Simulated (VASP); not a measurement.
## VASP 6.6.1 run: HgTe

INCAR

```
PREC = Accurate
LCHARG = .FALSE.
ENCUT = 520
NBANDS = 16
SIGMA = 0.02
EDIFF = 1E-7
NELM = 120
LREAL = .FALSE.
GGA = PE
ISMEAR = -1
LWAVE = .FALSE.
ISIF = 2
NSW = 0
LASPH = .TRUE.
IVDW = 20
IBRION = -1
```

KPOINTS

```
KPOINTS created by Atomic Simulation Environment
0
Gamma
6 6 6
0 0 0
```

POSCAR

```
Hg Te
 1.0000000000000000
     0.0000000000000000    3.3878326229000000    3.3878326229000000
     3.3878326229000000    0.0000000000000000    3.3878326229000000
     3.3878326229000000    3.3878326229000000    0.0000000000000000
 Hg  Te
   1   1
Cartesian
  0.0000000000000000  0.0000000000000000  0.0000000000000000
  1.6939163114500000  1.6939163114500000  1.6939163114500000
```

The recommended PBE PAW datasets give the neutral cell 18 valence electrons.

Command

```
mpirun -np 1 vasp_std
```

Task: Predict the outcome of this run.

Result: It converged. Results: gap between bands v and c on the k mesh 0.00 eV; least direct gap on the k mesh 0.00 eV; pressure -3.1 GPa. Band v is the last that the valence electrons fill when counted band by band, and c is the next.

OSZICAR

```
N       E                     dE             d eps       ncg     rms          rms(c)
DAV:   1     0.103342781983E+03    0.10334E+03   -0.77238E+03   512   0.946E+02
DAV:   2    -0.373866745504E-01   -0.10338E+03   -0.96929E+02   600   0.224E+02
DAV:   3    -0.378089250208E+01   -0.37435E+01   -0.37323E+01   632   0.436E+01
DAV:   4    -0.381913066957E+01   -0.38238E-01   -0.38235E-01   744   0.397E+00
DAV:   5    -0.381923859136E+01   -0.10792E-03   -0.10792E-03   672   0.201E-01    0.560E+00
DAV:   6    -0.362684865269E+01    0.19239E+00   -0.37793E-01   576   0.749E+00    0.464E+00
DAV:   7    -0.362175028033E+01    0.50984E-02   -0.78994E-02   576   0.182E+00    0.193E+00
DAV:   8    -0.362151374351E+01    0.23654E-03   -0.72555E-03   600   0.925E-01    0.401E-01
DAV:   9    -0.362156011189E+01   -0.46368E-04   -0.70839E-04   664   0.278E-01    0.717E-02
DAV:  10    -0.362159076736E+01   -0.30655E-04   -0.85550E-05   568   0.794E-02    0.407E-02
DAV:  11    -0.362160450646E+01   -0.13739E-04   -0.20769E-05   616   0.283E-02    0.135E-02
DAV:  12    -0.362160452686E+01   -0.20401E-07   -0.27024E-06   584   0.959E-03    0.104E-02
DAV:  13    -0.362160451148E+01    0.15387E-07   -0.15744E-07   632   0.221E-03
   1 F= -.40361288E+01 E0= -.40359518E+01  d E =-.354078E-03
```

Standard output (part)

```
POSCAR found type information on POSCAR HgTe
 POSCAR found :  2 types and       2 ions
 LDA part: xc-table for (Slater+PW92), standard interpolation
 POSCAR, INCAR and KPOINTS ok, starting setup
 WAVECAR not read
 entering main loop
 augmentation electrons   18.3920830022664
 total        electrons   18.3920830022664
 augmentation electrons   3546.31316196302
 total        electrons   3546.31316196302
 augmentation electrons   3.94960410614837
 soft         electrons   14.4424789873288
 total        electrons   18.3920830934772
 translations:           2           2           2
```

For comparison, a separate PBE run of the intended cell, on usual settings and not on those above, gives a gap of 0.00 eV on its mesh and a pressure of -1.6 GPa.
